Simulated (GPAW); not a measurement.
The system is Sb.

```
CELL_PARAMETERS angstrom
4.50666 0.00000 0.00000
2.44723 3.78432 0.00000
2.44723 1.33179 3.54223
ATOMIC_POSITIONS crystal
Sb 0.76651 0.76651 0.76651
Sb 0.23349 0.23349 0.23349
```

Base run:

- Program: GPAW 26.7.0
- Functional: MS2
- Potentials or basis: GPAW PAW data sets (gpaw-data 1.2.1)
- Cutoff: 600 eV
- Basis: pw
- k mesh: 5 × 5 × 5
- Occupations: fermi-dirac, width 0.05 eV
- Spin: spin-orbit coupling, no magnetisation

Its results: band gap on the k mesh 0.27 eV, indirect (least direct gap 0.66 eV); pressure -0.7 GPa; largest force 0.010 eV/Å.

**Question.** The run is repeated on the same cell with these changes: functional from MS2 to TPSS; spin axis theta (degrees) from 90 to 0. What comes out?

**Answer.** Band gap on the k mesh 0.28 eV, indirect (least direct gap 0.67 eV); pressure 1.5 GPa; largest force 0.055 eV/Å.

Caveats: spin-orbit coupling was added after a scalar SCF, so levels and gaps hold it while energy, forces, pressure and moments don't; this program's spin-orbit splittings come out too wide for heavy elements; the PAW data sets were made with another functional, which shifts forces and pressure a little; the mesh misses the band edges, which the band path finds closer together.

Not every run made on this cell is shown here.
